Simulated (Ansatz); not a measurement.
# WS2: properties at the relaxed cell

One table from this session's results is given with a row withheld; the runs are named, their logs left out.

Computed with Ansatz 0.2.0 (DFT PBEsol, scalar-relativistic, plane waves, PAW, unless a step's input says otherwise).

**The system as given**

It takes space group R3m (No. 160, trigonal). The conventional cell has a = 3.148 Å, b = 3.148 Å, c = 19.111 Å, α = 90.00°, β = 90.00°, γ = 120.00°. W (site symmetry 3m) is surrounded by 6 S at 2.40 Å. Around S (site symmetry 3m) lie 3 W at 2.40 Å.

As a file:

```cif
data_structure
_symmetry_space_group_name_H-M 'R3m:H'
_symmetry_Int_Tables_number 160
_cell_length_a 3.1476
_cell_length_b 3.1476
_cell_length_c 19.1114
_cell_angle_alpha 90.000
_cell_angle_beta 90.000
_cell_angle_gamma 120.000
_cell_volume 163.98
loop_
_atom_site_label
_atom_site_type_symbol
_atom_site_symmetry_multiplicity
_atom_site_Wyckoff_symbol
_atom_site_fract_x
_atom_site_fract_y
_atom_site_fract_z
_atom_site_occupancy
W1 W 3 a 0.00000 0.00000 0.00067 1
S1 S 3 a 0.00000 0.00000 0.25204 1
S2 S 3 a 0.33333 0.66667 0.08266 1
```

It is the result of an earlier relaxation at this level (volume 18.22 Å³/atom; gap on the mesh: 1.15 eV).

The first run:

The input, input.yaml:

```yaml
crystal:
  lattice:
    - [1.5738035142, 0.9086358826, 6.3704661743]
    - [-1.5738035142, 0.9086358826, 6.3704661743]
    - [0.0, -1.8172717651, 6.3704661743]
  atoms:
    - { symbol: W, position: [0.0006715132, 0.0006715132, 0.0006715132] }
    - { symbol: S, position: [0.252036993, 0.252036993, 0.252036993] }
    - { symbol: S, position: [0.4159914938, 0.4159914938, 0.4159914938] }
basis:
  ecutwfc: 420
kpoints:
  mp_grid: { grid: [12, 12, 12] }
  band_path:
    path:
      - [[0.0, 0.0, 0.0], [-0.5, -0.5, -0.5], [-0.5, -0.18022936, -0.81977064]]
      - [[-0.18022936, 0.18022936, -0.5], [0.0, 0.0, -0.5], [0.0, 0.0, 0.0], [0.0, 0.34011468, -0.34011468]]
      - [[-0.34011468, 0.0, -0.65988532], [-0.5, 0.0, -0.5], [0.0, 0.0, 0.0]]
    npoints: 14
hamiltonian:
  xc: pbesol
scf:
  occupations: { method: gaussian, width: 0.02 }
  n_extra_bands: 7
output:
  forces: true
  stress: true
  eigenvalues: true
  populations: true
  dos: { projected: true, de: 0.02, nscf_kmesh: { grid: [18, 18, 18] } }
  bader: true
```

Command:

```
ansatz run input.yaml --threads 1 --pin off --max-ram 2560MiB --backend cpu --events-out ev --progress --plain --runs-dir out
```

Steps of the session up to this table: Bands, states and charges; Eigenvalues a small step from each edge; Point at V/V0 = 0.97; Point at V/V0 = 1.03; Point at V/V0 = 0.94; Point at V/V0 = 1.06.

One of the session's tables, all rows but one given; the rest of the session is left out.

It belongs to the step «Fit of the equation of state». 

| volume (Å³/atom) | energy above the lowest point (meV/atom) | pressure (GPa) | gap on the mesh (eV) |
| --- | --- | --- | --- |
| 17.127 | 5.1 | 1.76 | 0.87 |
| 17.673 | ? | ? | ? |
| 18.220 | 0.0 | -0.01 | 1.15 |
| 18.766 | 0.5 | -0.32 | 1.28 |
| 19.313 | 1.7 | -0.40 | 1.41 |

Q: Estimate the row for volume (Å³/atom) = 17.673 from the others.

Worked estimate for «energy above the lowest point (meV/atom)». A straight line through the neighbours (17.127, 5.1) and (18.220, 0.0) gives 5.1 + (0.0 − 5.1) × (17.673 − 17.127) / (18.220 − 17.127) = 2.6; a parabola fitted to 3 rows on both sides gives 1.5.

**Answer.** energy above the lowest point (meV/atom): 1.0; pressure (GPa): 0.60; gap on the mesh (eV): 1.01. In «energy above the lowest point (meV/atom)» the line misses by +1.6 and the parabola by +0.5.
